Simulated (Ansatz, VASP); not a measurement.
## PbS in VASP and in Ansatz

File INCAR:

```
PREC     = Accurate       # precision mode
ENCUT    = 520            # plane-wave cutoff, eV
EDIFF    = 1E-7           # SCF threshold, eV
ISMEAR   = -5             # smearing method
SIGMA    = 0.1            # smearing width, eV
LREAL    = F              # projectors in reciprocal space
LASPH    = T              # aspherical terms in the spheres
NELM     = 80             # most SCF steps
ALGO     = Normal         # electronic algorithm
ISIF     = 2              # what is computed and relaxed
LWAVE    = F              # write WAVECAR
LCHARG   = F              # write CHGCAR
GGA      = CA             # functional
NBANDS   = 17             # bands
```

KPOINTS

```
regular mesh
0
Gamma
  11 11 11
```

File POSCAR:

```
PbS
1.0
    3.4994018311      0.0000000000      0.0000000000
    0.0000000000      3.4994018311      0.0000000000
    0.0000000000      0.0000000000      3.4994018311
Pb S
1 1
Direct
    0.0000000000      0.0000000000      0.0000000000
    0.5000000000      0.5000000000      0.5000000000
```

Input for Ansatz:

```yaml
crystal:
  lattice:
    - [3.4994018311, 0.0, 0.0]
    - [0.0, 3.4994018311, 0.0]
    - [0.0, 0.0, 3.4994018311]
  atoms:
    - { symbol: Pb, position: [0.0, 0.0, 0.0] }
    - { symbol: S, position: [0.5, 0.5, 0.5] }
kpoints:
  mp_grid: { grid: [11, 11, 11] }
scf:
  occupations: { method: tetrahedron }
hamiltonian:
  xc: lda
  pseudopotentials: { kind: all_electron, lapw: { basis_error: 0.001 } }
output:
  forces: true
  stress: true
  eigenvalues: true
  populations: true
```

Measurements of this composition are mostly on another form, of space group No. 225.

Alike in both runs: task single point; functional LDA; k mesh 11 × 11 × 11; occupations tetrahedron; no spin polarisation.

|  | VASP | Ansatz |
| --- | --- | --- |
| version | VASP 6.6.1 | Ansatz 0.2.0 |
| potentials or method | VASP PAW LDA potentials, release 64 (Pb_d, S) | all-electron LAPW, scalar-relativistic |
| plane-wave cutoff (eV) | 520 | see its input |

|  | VASP | Ansatz | Ansatz less VASP |
| --- | --- | --- | --- |
| gap on the k mesh at the Fermi level (eV) | none | none | - |
| pressure (GPa) | 3.3 | 3.2 | -0.04 |

A gap of «none» marks a metal or a gap that the smearing closes. Ansatz ran all-electron here, so the differences hold the error of VASP's frozen core and of both bases. Ansatz warned: «band_table_not_solved_further».

Caveats: tetrahedron occupations give inexact forces and stress in metals. Spin-orbit coupling is left out, which matters for the levels of Pb.
